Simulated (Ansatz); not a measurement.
## SnO$_{2}$: what symmetry allows forces and stress to be

```xyz
3
Lattice="1.6042 0.7771 4.8438 -1.6042 0.7771 4.8438 0.0000 -2.1303 4.9559" Properties=species:S:1:pos:R:3 pbc="T T T"
Sn    0.0000   -0.2850    7.3594
O     0.0000   -0.1358    3.4715
O     0.0000   -0.4433   11.1345
```

The calculation used Ansatz 0.2.0, DFT PBE, scalar-relativistic, plane waves, PAW.

Settings: cutoff 420 eV, Γ-centred mesh 12×12×12 on the computed 3-atom cell, Gaussian smearing of 0.02 eV; no spin polarisation.

This distorted cell has space group Cm, with 2 operations.

Question: Without a calculation: in which directions can each atom feel a force?

Answer: A force must be left unchanged by every operation that keeps its atom in place, so it lies in the space that those operations leave fixed. Atoms that the group maps onto each other feel forces of one size.
```tsv
atom	site symmetry	operations at the site	equivalent to atom	allowed force (Cartesian)
Sn1	m	2	1	in the plane normal to (1.00, 0.00, 0.00)
O2	m	2	2	in the plane normal to (1.00, 0.00, 0.00)
O3	m	2	3	in the plane normal to (1.00, 0.00, 0.00)
```

That leaves 6 independent force components of 9, tied by 2 conditions that the forces sum to zero, so 4 remain. A relaxation in this cell that keeps the symmetry moves the atoms in these directions alone.

Question: And the stress tensor?

Answer: It must be invariant under the point group, which leaves 4 independent components: xz, xy vanish.

Question: Do the computed values obey this?

Answer: Yes. Forces (eV/Å):
```
Sn1  0.000 -0.295 -1.012
O2   0.000  0.676 -0.134
O3   0.000 -0.381  1.147
```

Stress (GPa, compression positive, xx yy zz yz xz xy): -3.67 -8.62 -5.05 4.57 0.00 0.00. The program imposes the same operations on density, forces and stress, so this confirms the analysis and is no independent test of the calculation.

The cell holds layers, and where no dispersion correction was added their binding is poorly described.

This form isn't the usual stable structure of the compound.